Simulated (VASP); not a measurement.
# GaS (P6_3/mmc) in VASP: notebook

The runs below take GaS through relaxation of cell and atoms, with PBE.

Everything below comes from runs of VASP 6.6.1. Logs are shortened: lines on timing, memory, paths and dates and some standing lists are left out, and cuts for length are marked.

## Step 1: The structure

Symmetry: P6_3/mmc, No. 194, hexagonal system. Conventional cell: a = 3.585 Å, b = 3.585 Å, c = 15.500 Å, α = 90.00°, β = 90.00°, γ = 120.00°. Around Ga (site symmetry 3m) lie 3 S at 2.34 Å and 1 Ga at 2.48 Å. S (site symmetry 3m) is surrounded by 3 Ga at 2.34 Å.

## Step 2: Relaxation of cell and atoms, PBE

The input, INCAR:

```
PREC = Accurate ; ENCUT = 600
EDIFF = 1E-6 ; ISMEAR = 0
SIGMA = 0.03 ; LREAL = False
LASPH = True ; NELM = 80
ALGO = Normal ; ISIF = 3
LWAVE = False ; LCHARG = False
GGA = PE ; IBRION = 2
NSW = 90 ; EDIFFG = -0.01
KPAR = 2
```

The input, KPOINTS:

```
Automatic mesh
0
Gamma
  9 9 2
```

The input, POSCAR:

```
GaS
1.0
    3.5850000000      0.0000000000      0.0000000000
   -1.7925000000      3.1047010726      0.0000000000
    0.0000000000      0.0000000000     15.5000000000
Ga S
4 4
Direct
    0.3333333333      0.6666666667      0.1700000000
    0.6666666667      0.3333333333      0.6700000000
    0.3333333333      0.6666666667      0.3300000000
    0.6666666667      0.3333333333      0.8300000000
    0.3333333333      0.6666666667      0.6000000000
    0.6666666667      0.3333333333      0.1000000000
    0.3333333333      0.6666666667      0.9000000000
    0.6666666667      0.3333333333      0.4000000000
```

Potentials or basis: VASP PAW PBE potentials, release 64 (Ga_d, S).

Command:

```bash
cat potpaw_PBE.64/Ga_d/POTCAR potpaw_PBE.64/S/POTCAR > POTCAR
mpirun -np 2 vasp_std > vasp.out
```

OUTCAR:

```text
PREC = Accurate
   ENCUT = 600
   EDIFF = 1E-6
   ISMEAR = 0
   LREAL = False
   LASPH = True
   NELM = 80
   ISIF = 3
   GGA = PE
   IBRION = 2
   NSW = 90
   EDIFFG = -0.01

 ion  position               nearest neighbor table
   1  0.333  0.667  0.170-   6 2.34   6 2.34   6 2.34   3 2.48
   2  0.667  0.333  0.670-   5 2.34   5 2.34   5 2.34   4 2.48
   3  0.333  0.667  0.330-   8 2.34   8 2.34   8 2.34   1 2.48
   4  0.667  0.333  0.830-   7 2.34   7 2.34   7 2.34   2 2.48
   5  0.333  0.667  0.600-   2 2.34   2 2.34   2 2.34
   6  0.667  0.333  0.100-   1 2.34   1 2.34   1 2.34
   7  0.333  0.667  0.900-   4 2.34   4 2.34   4 2.34
   8  0.667  0.333  0.400-   3 2.34   3 2.34   3 2.34

  LATTYP: Found a hexagonal cell.
 ALAT       =     3.5850000000
 C/A-ratio  =     4.3235704324

  Lattice vectors:

 A1 = (   3.5850000000,   0.0000000000,   0.0000000000)
 A2 = (  -1.7925000000,   3.1047010726,   0.0000000000)
 A3 = (   0.0000000000,   0.0000000000,  15.5000000000)

Analysis of symmetry for initial positions (statically):
=====================================================================
 Subroutine PRICEL returns:
 Original cell was already a primitive cell.

 Routine SETGRP: Setting up the symmetry group for a
 hexagonal supercell.

 Subroutine GETGRP returns: Found 24 space group operations
 (whereof 12 operations were pure point group operations)
 out of a pool of 24 trial point group operations.

The static configuration has the point symmetry D_3d.
 The point group associated with its full space group is D_6h.

Analysis of symmetry for dynamics (positions and initial velocities):
=====================================================================
 Subroutine PRICEL returns:
 Original cell was already a primitive cell.

 Routine SETGRP: Setting up the symmetry group for a
 hexagonal supercell.

 Subroutine GETGRP returns: Found 24 space group operations
 (whereof 12 operations were pure point group operations)
 out of a pool of 24 trial point group operations.

The dynamic configuration has the point symmetry D_3d.
 The point group associated with its full space group is D_6h.

 Subroutine INISYM returns: Found 24 space group operations
 (whereof 12 operations are pure point group operations),
 and found     1 'primitive' translations

[... 107 lines left out ...]
   EDIFFG = -.1E-01   stopping-criterion for IOM
   NSW    =     90    number of steps for IOM
   IBRION =      2    ionic relax: 0-MD 1-quasi-New 2-CG
   NFREE  =      1    steps in history (QN), initial steepest desc. (CG)
   ISIF   =      3    stress and relaxation
   ISYM   =      2    0-nonsym 1-usesym 2-fastsym
   POTIM  = 0.5000    time-step for ionic-motion
   TEBEG  =    0.0;   TEEND  =   0.0 temperature during run
   PSTRESS=    0.0 pullay stress
   NELECT =      76.0000    total number of electrons
   NUPDOWN=      -1.0000    fix difference up-down
   EMIN   =  10.00;   EMAX   =-10.00  energy-range for DOS
   EFERMI =   0.00;   METHOD = LEGACY
   ISMEAR =     0;   SIGMA  =   0.03  broadening in eV -4-tet -1-fermi 0-gaus
   EFERMI_NEDOS =   21; number of points for ismear=-14 and -15
   IALGO  =     38    algorithm
   IMIX   =      4    mixing-type and parameters
     AMIX     =   0.40;   BMIX     =  1.00
     AMIX_MAG =   1.60;   BMIX_MAG =  1.00
  volume/ion in A,a.u.               =      21.57       145.53
  Fermi-wavevector in a.u.,A,eV,Ry     =   1.245659  2.353954 21.111700  1.551666
  Thomas-Fermi vector in A             =   2.379871
   LORBIT       =      0    0 simple, 1 ext, 2 COOP (PROOUT), +10 PAW based schemes
   GGA     = PE    functional components
   LHFCALC =     F    Hartree Fock is set to
   AEXX    =    0.0000 exact exchange contribution
   IVDW    =     0    specifies the selected vdW correction
   LEPSILON=     F    determine dielectric tensor
   LRPA    =     F    only Hartree local field effects (RPA)
 conjugate gradient relaxation of ions
 non-spin polarized calculation
 Gauss-broadening in eV      SIGMA  =   0.03
  energy-cutoff  :      600.00
  volume of cell :      172.52
 maximum number of plane-waves:      5823
 NGX is ok and might be reduce to    30
   NGX = 15   NGY = 15   NGZ = 61

--------------------------------------- Ionic step        1  -------------------------------------------

 number of electron      75.9999986 magnetization

 Free energy of the ion-electron system (eV)
  ---------------------------------------------------
  ext. energy  EPLUGINS =         0.00000000
  ---------------------------------------------------
  free energy    TOTEN  =       -33.21096085 eV

  energy without entropy =      -33.21096085  energy(sigma->0) =      -33.21096085

------------------------ aborting loop because EDIFF is reached ----------------------------------------

  FORCE on cell =-STRESS in cart. coord.  units (eV):
  Direction    XX          YY          ZZ          XY          YZ          ZX
  --------------------------------------------------------------------------------------
  -------------------------------------------------------------------------------------
  Total        2.5996840      2.5996840      1.6114698      0.0000000     -0.0000000      0.0000000
  in kB       24.1429589     24.1429589     14.9655300      0.0000000     -0.0000000      0.0000000
  external PRESSURE =      21.0838159 kB  Pullay stress =       0.0000000 kB
[... 107 lines left out ...]
  FREE ENERGIE OF THE ION-ELECTRON SYSTEM (eV)
  ---------------------------------------------------
  free  energy   TOTEN  =       -33.2472515028 eV

  energy  without entropy=      -33.2472515028  energy(sigma->0) =      -33.24725150

[... ionic steps 4 to 65 ...]

--------------------------------------- Ionic step       66  -------------------------------------------

 number of electron      75.9999976 magnetization

------------------------ aborting loop because EDIFF is reached ----------------------------------------
[... 79 lines left out ...]
--------------------------------------- Ionic step       68  -------------------------------------------

 number of electron      75.9999974 magnetization

 Free energy of the ion-electron system (eV)
  ---------------------------------------------------
  ext. energy  EPLUGINS =         0.00000000
  ---------------------------------------------------
  free energy    TOTEN  =       -33.33629405 eV

  energy without entropy =      -33.33629405  energy(sigma->0) =      -33.33629405

 E-fermi :   2.5303     XC(G=0):  -8.7073

 val. band max:        2.3652650272   @ k =   0.1111   0.0000   0.0000
 cond. band min:       4.3257331298   @ k =   0.0000   0.0000   0.0000
 fundamental gap:      1.9604681026
 Fermi energy:         2.5302962431

 k-point     1 :       0.0000    0.0000    0.0000
  band No.  band energies     occupation
      1     -12.1517      2.00000
      2     -12.1513      2.00000
      3     -12.0355      2.00000
      4     -12.0355      2.00000
      5     -12.0355      2.00000
      6     -12.0355      2.00000
[... 1176 lines left out ...]
  FREE ENERGIE OF THE ION-ELECTRON SYSTEM (eV)
  ---------------------------------------------------
  free  energy   TOTEN  =       -33.3362940493 eV

  energy  without entropy=      -33.3362940493  energy(sigma->0) =      -33.33629405

 reached required accuracy - stopping structural energy minimisation
```

Run time: 43 min. Hardware: 2 MPI ranks of AMD EPYC 9R45 (Zen 5), shared host; peak memory 0.43 GiB.

What came out:

- Free energy: -33.3363 eV
- Relaxed volume: 24.60 Å³/atom
- Relaxed cell: a = 3.628 Å, b = 3.628 Å, c = 17.266 Å, α = 90.00°, β = 90.00°, γ = 120.00°
- Space group after relaxing (to 0.05 Å): P6_3/mmc (No. 194)
- Energy gained by relaxing: 15.7 meV/atom
- Ionic steps: 68
- Pressure after relaxing: 0.0 GPa
- Largest force after relaxing: 0.008 eV/Å
- Band gap on the k mesh: 1.96 eV, indirect (least direct gap 1.98 eV)

Forces in eV/Å, atoms in the order of the input:
```
Ga   0.000  0.000  0.008
Ga   0.000  0.000  0.008
Ga   0.000  0.000 -0.008
Ga   0.000  0.000 -0.008
S    0.000  0.000  0.002
S    0.000  0.000  0.002
S    0.000  0.000 -0.002
S    0.000  0.000 -0.002
```

The path:
```
step  energy change (eV)  largest force (eV/Å)  pressure (GPa)  volume (Å³)
   1              0.0000                0.2436            2.11       172.52
   3             -0.0363                0.2412            0.16       177.35
   5             -0.0459                0.1901           -0.03       178.59
   7             -0.0628                0.2033           -0.14       181.52
   9             -0.0736                0.1596            1.08       182.32
  11             -0.0856                0.0609            0.52       183.04
  13             -0.0945                0.4246           -0.75       191.94
  15             -0.1113                0.1709           -0.23       189.32
  17             -0.1182                0.0666           -0.01       191.24
  19             -0.1211                0.1453            0.17       193.92
  21             -0.1228                0.0088           -0.14       194.55
  23             -0.1234                0.0034           -0.02       194.10
  25             -0.1237                0.0108            0.03       194.00
  27             -0.1238                0.0110            0.06       194.02
  29             -0.1239                0.0254            0.04       194.54
  31             -0.1238                0.0334           -0.07       194.85
  33             -0.1240                0.0282           -0.14       195.24
  35             -0.1243                0.0199            0.05       194.91
  37             -0.1243                0.0170            0.04       194.94
  39             -0.1244                0.0163            0.04       195.06
  41             -0.1244                0.0095            0.03       195.15
  43             -0.1244                0.0454           -0.16       196.27
  45             -0.1245                0.0233           -0.02       195.64
  47             -0.1245                0.0245           -0.05       195.67
  49             -0.1247                0.0193           -0.07       195.88
  51             -0.1248                0.0183           -0.04       196.08
  53             -0.1249                0.0233           -0.01       196.15
  55             -0.1252                0.0104            0.07       196.34
  57             -0.1252                0.0035            0.08       196.48
  59             -0.1252                0.0112            0.07       196.57
  61             -0.1253                0.0098            0.25       196.63
  63             -0.1253                0.0098            0.04       196.69
  65             -0.1253                0.0133            0.04       196.70
  67             -0.1253                0.0038            0.05       196.75
  68             -0.1253                0.0080            0.04       196.81
```

Final structure:
```
Ga S
1.0
     3.62802    0.00000    0.00000
    -1.81401    3.14196    0.00000
     0.00000    0.00000   17.26578
Ga S
4 4
Direct
  0.33333 0.66667 0.17840
  0.66667 0.33333 0.67840
  0.33333 0.66667 0.32160
  0.66667 0.33333 0.82160
  0.33333 0.66667 0.61560
  0.66667 0.33333 0.11560
  0.33333 0.66667 0.88440
  0.66667 0.33333 0.38440
```

Caveat: an odd mesh through Γ misses points on the zone boundary, where band edges often lie; this functional lacks dispersion, which binds the layers, so the pressure and a relaxed spacing across them are unreliable; the volume moved by +14 % from the deposited cell, more than functionals usually miss.

## Step 3: Relaxation of cell and atoms, PBE

This run uses another cell than the first one, of 24.60 Å³/atom, 1.141 times its volume.

The input, INCAR:

```
PREC = Accurate ; ENCUT = 600
EDIFF = 1E-7 ; ISMEAR = 0
SIGMA = 0.03 ; LREAL = False
LASPH = True ; NELM = 80
ALGO = Normal ; ISIF = 3
LWAVE = False ; LCHARG = False
GGA = PE ; IBRION = 2
NSW = 90 ; EDIFFG = -0.005
KPAR = 2
```

KPOINTS is that of step 2.

The input, POSCAR:

```
GaS                                     
1.0
    3.6280185653      0.0000000000      0.0000000000
   -1.8140092826      3.1419562430      0.0000000000
   -0.0000000000      0.0000000000     17.2657763267
  Ga              S             
     4     4
Direct
     0.3333333332999970    0.6666666667000030    0.1783999493585058
     0.6666666667000030    0.3333333332999970    0.6783999493585059
     0.3333333332999970    0.6666666667000030    0.3216000506414941
     0.6666666667000030    0.3333333332999970    0.8216000506414941
     0.3333333332999970    0.6666666667000030    0.6155967278232323
     0.6666666667000030    0.3333333332999970    0.1155967278232324
     0.3333333332999970    0.6666666667000030    0.8844032721767677
     0.6666666667000030    0.3333333332999970    0.3844032721767675
```

Potentials or basis: VASP PAW PBE potentials, release 64 (Ga_d, S).

Command:

```bash
cat potpaw_PBE.64/Ga_d/POTCAR potpaw_PBE.64/S/POTCAR > POTCAR
mpirun -np 2 vasp_std > vasp.out
```

Run time: 15 min. Hardware: 2 MPI ranks of AMD EPYC 9R45 (Zen 5), shared host; peak memory 0.47 GiB.

The run converged. Its results:

* Free energy: -33.3409 eV
* Relaxed volume: 25.09 Å³/atom
* Relaxed cell: a = 3.628 Å, b = 3.628 Å, c = 17.613 Å, α = 90.00°, β = 90.00°, γ = 120.00°
* Space group after relaxing (to 0.05 Å): P6_3/mmc (No. 194)
* Energy gained by relaxing: 0.1 meV/atom
* Ionic steps: 17
* Pressure after relaxing: 0.0 GPa
* Largest force after relaxing: 0.004 eV/Å
* Band gap on the k mesh: 2.02 eV, indirect (least direct gap 2.05 eV)

Forces on the atoms (eV/Å):
```
Ga   0.000  0.000 -0.001
Ga   0.000  0.000 -0.001
Ga   0.000  0.000  0.001
Ga   0.000  0.000  0.001
S    0.000  0.000 -0.004
S    0.000  0.000 -0.004
S    0.000  0.000  0.004
S    0.000  0.000  0.004
```

The path:
| step | energy change (eV) | largest force (eV/Å) | pressure (GPa) | volume (Å³) |
| --- | --- | --- | --- | --- |
| 1 | 0.0000 | 0.0071 | 0.02 | 196.81 |
| 2 | 0.0000 | 0.0073 | 0.00 | 196.90 |
| 3 | 0.0000 | 0.0078 | -0.01 | 196.91 |
| 4 | 0.0000 | 0.0079 | -0.01 | 196.94 |
| 5 | -0.0001 | 0.0088 | -0.02 | 197.03 |
| 6 | -0.0001 | 0.0109 | -0.02 | 197.22 |
| 7 | -0.0002 | 0.0141 | -0.04 | 197.58 |
| 8 | -0.0003 | 0.0235 | -0.07 | 198.32 |
| 9 | -0.0003 | 0.0495 | -0.13 | 199.81 |
| 10 | -0.0004 | 0.0370 | -0.10 | 199.10 |
| 11 | -0.0004 | 0.0370 | -0.10 | 199.11 |
| 12 | -0.0004 | 0.0363 | -0.11 | 199.13 |
| 13 | -0.0004 | 0.0352 | -0.10 | 199.18 |
| 14 | -0.0005 | 0.0330 | -0.10 | 199.29 |
| 15 | -0.0006 | 0.0284 | -0.07 | 199.49 |
| 16 | -0.0007 | 0.0195 | -0.03 | 199.91 |
| 17 | -0.0008 | 0.0036 | 0.02 | 200.73 |

Final structure:
```yaml
crystal:
  lattice:
    - [3.62764, 0.00000, 0.00000]
    - [-1.81382, 3.14163, 0.00000]
    - [0.00000, 0.00000, 17.61290]
  atoms:
    - { symbol: Ga, position: [0.33333, 0.66667, 0.17985] }
    - { symbol: Ga, position: [0.66667, 0.33333, 0.67985] }
    - { symbol: Ga, position: [0.33333, 0.66667, 0.32015] }
    - { symbol: Ga, position: [0.66667, 0.33333, 0.82015] }
    - { symbol: S, position: [0.33333, 0.66667, 0.61828] }
    - { symbol: S, position: [0.66667, 0.33333, 0.11828] }
    - { symbol: S, position: [0.33333, 0.66667, 0.88172] }
    - { symbol: S, position: [0.66667, 0.33333, 0.38172] }
```

Levels at points of the mesh, in eV from the valence-band top:
```tsv
k point	band 35	band 36	band 37	band 38	band 39	band 40	band 41	band 42
(0.00, 0.00, 0.00)	-1.02	-1.02	-0.57	-0.03	2.02	2.38	3.26	3.27
(0.00, 0.00, 0.50)	-1.02	-1.02	-0.31	-0.31	2.22	2.22	3.27	3.27
```

Caveat: an odd mesh through Γ misses points on the zone boundary, where band edges often lie; this functional lacks dispersion, which binds the layers, so the pressure and a relaxed spacing across them are unreliable.
